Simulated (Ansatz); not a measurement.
Write the native input for Ansatz 0.2.0 that does the following.

```yaml
Task: single point
Functional: PBE
Potentials_or_basis: Ansatz PAW
Cutoff: "420 eV (not typed: the program's choice for these potentials)"
k_mesh: 10 × 10 × 10
Occupations: fermi-dirac, width 0.05 eV
Spin: no spin polarisation
```

Crystal: TiC.

```xyz
2
Lattice="3.0421 0.0000 0.0000 -1.5210 2.6345 0.0000 0.0000 0.0000 2.6980" Properties=species:S:1:pos:R:3 pbc="T T T"
Ti    0.0000    0.0000    1.3490
C     0.0000    1.7564    0.0000
```

The cell was built by a generator and needn't be a form met in nature.

One way to write it, as run:

input.yaml

```yaml
crystal:
  lattice:
    - [3.04209, 0.0, 0.0]
    - [-1.52104, 2.63452, 0.0]
    - [0.0, 0.0, 2.69797]
  atoms:
    - { symbol: Ti, position: [0.0, 0.0, 0.5] }
    - { symbol: C, position: [0.33333, 0.66667, 0.0] }
hamiltonian:
  xc: pbe
  pseudopotentials: { kind: paw }
kpoints:
  mp_grid: { grid: [10, 10, 10] }
scf:
  occupations: { method: fermi_dirac, width: 0.05 }
output:
  forces: true
  stress: true
  eigenvalues: true
  write_density: true
  write_potential: true
  elf: true
  volumetric_format: npy
```

Potentials or basis: Ansatz PAW.

Launch:

```sh
$ ansatz run input.yaml --threads 2 --pin off --max-ram 5632MiB --backend cpu --events-out ev --progress --plain --runs-dir out
```

It gave:

```json
{"Pressure": "0.1 GPa", "Band gap on the k mesh": "none (metal or under the smearing width)"}
```

It took 1.3 s on 2 threads of Arm Neoverse V2, with other jobs on the host, peak memory 0.31 GiB.
